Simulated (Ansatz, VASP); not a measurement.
# One calculation of Si2C, two programs

```
Si C
1.0
     5.02705    0.00000    0.00000
     0.00000    5.02705    0.00000
     0.00000    0.00000    2.89553
Si C
4 2
Direct
  0.30227 0.30227 0.00000
  0.19773 0.80227 0.50000
  0.69773 0.69773 0.00000
  0.80227 0.19773 0.50000
  0.00000 0.00000 0.00000
  0.50000 0.50000 0.50000
```

Alike in both runs: functional PBE; k mesh 4 × 4 × 6; occupations gaussian, width 0.1 eV; no spin polarisation.

Ansatz relaxed the structure, and its values are those at the end. VASP's run is a single point on that final structure, the one shown.

|  | VASP | Ansatz |
| --- | --- | --- |
| version | VASP 6.6.1 | Ansatz 0.2.0 |
| potentials or method | VASP PAW PBE potentials, release 64 (Si, C) | scalar-relativistic, plane waves, PAW |
| plane-wave cutoff (eV) | 520 | 420 |
| valence electrons in the cell | 24 | 24 |

```csv
,VASP,Ansatz,Ansatz less VASP
gap on the k mesh at the Fermi level (eV),none,none,-
pressure (GPa),-0.1,-0.1,-0.05
rms of the force components (eV/Å),0.016,0.014,-0.0016
```

A gap of «none» marks a metal or a gap that the smearing closes. With one functional, cell and mesh, what is left measures potentials, basis and numerics.

Caveats: the k mesh is coarse (spacing up to 0.36 Å⁻¹), so the values aren't converged.
